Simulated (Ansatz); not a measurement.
# Sn: a tetragonal deformation path

The task here is to estimate one member of a computed series from the others.

Computed with Ansatz 0.2.0 (DFT PBEsol, scalar-relativistic, plane waves, PAW, unless a step's input says otherwise).

3 further runs of the same task are left out: 3 set aside as unsound or not needed. Runs told in other sessions of the task aren't counted.

### The system as given

Symmetry: I4/mmm, No. 139, tetragonal system. Conventional cell: a = 3.235 Å, b = 3.235 Å, c = 5.068 Å, α = 90.00°, β = 90.00°, γ = 90.00°. Sn (site symmetry 4/mmm) is surrounded by 12 Sn at 3.23 to 3.41 Å.

As a file:

```
CELL_PARAMETERS angstrom
-1.61733 1.61733 2.53388
1.61733 -1.61733 2.53388
1.61733 1.61733 -2.53388
ATOMIC_POSITIONS crystal
Sn 0.00000 0.00000 0.00000
```

This cell was relaxed beforehand with the same method: volume 26.51 Å³/atom, gap on the mesh none (metal).

Set-up of the first run:

input.yaml reads:

```yaml
crystal:
  lattice:
    - [-1.6173266317, 1.6173266317, 2.5338794555]
    - [1.6173266317, -1.6173266317, 2.5338794555]
    - [1.6173266317, 1.6173266317, -2.5338794555]
  atoms:
    - { symbol: Sn, position: [0.0, 0.0, 0.0] }
basis:
  ecutwfc: 420
kpoints:
  mp_grid: { grid: [28, 28, 28] }
hamiltonian:
  xc: pbesol
scf:
  occupations: { method: gaussian, width: 0.15 }
output:
  forces: true
  stress: true
  eigenvalues: true
  write_density: true
  write_potential: true
  elf: true
  volumetric_format: npy
```

Command:

```sh
ansatz run input.yaml --threads 1 --pin off --max-ram 2560MiB --backend cpu --events-out ev --progress --plain --runs-dir out
```

Among the steps run: The undisturbed cell; Point ρ = 0.850; Point ρ = 1.200; Point ρ = 0.920; At ρ = 1.100; Point ρ = 0.960.

One table of the session follows, with a row left open; its other results are not shown here.

```
    ρ  ΔE (meV/atom)  pressure (GPa)
0.850           -2.9            -0.1
0.920              ?               ?
0.960           -2.0             0.0
1.000            0.0             0.0
1.100           14.0             0.2
1.200           48.2             1.0
```

Q: Estimate the row for ρ = 0.920 from the others.

Worked estimate for «ΔE (meV/atom)». A straight line through the neighbours (0.850, -2.9) and (0.960, -2.0) gives -2.9 + (-2.0 + 2.9) × (0.920 − 0.850) / (0.960 − 0.850) = -2.3; a parabola fitted to 3 rows on both sides gives -3.1.

The run gave: ΔE (meV/atom): -2.3; pressure (GPa): 0.0. In «ΔE (meV/atom)» the line misses by 0.0 and the parabola by -0.8.
